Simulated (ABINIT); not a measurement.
PbS (Galena):

```xyz
2
Lattice="0.0000 2.9657 2.9657 2.9657 0.0000 2.9657 2.9657 2.9657 0.0000" Properties=species:S:1:pos:R:3 pbc="T T T"
Pb    0.0000    0.0000    0.0000
S     2.9657    2.9657    2.9657
```

Base run:

| Item | Value |
| --- | --- |
| Program | ABINIT 10.8.3 (patched build) |
| Functional | PBEsol |
| Potentials or basis | JTH PAW PBE v2.0 sp |
| Cutoff | 544 eV |
| k mesh | 8 × 8 × 8 |
| Occupations | fermi-dirac, width 0.05 eV |
| Spin | no spin polarisation |

Its results: band gap on the k mesh 0.27 eV, direct; pressure -0.7 GPa.

Question: The run is repeated on the same cell with these changes: functional from PBEsol to AM05. What comes out?

Answer: Band gap on the k mesh 0.35 eV, direct; pressure -0.1 GPa.

Caveats: the PAW data sets were made with another functional, which shifts forces and pressure a little; spin-orbit coupling is left out, which as a rule narrows the gap of such compounds by several tenths of an eV; this set keeps more shells in the core, which shifts pressures and gaps.
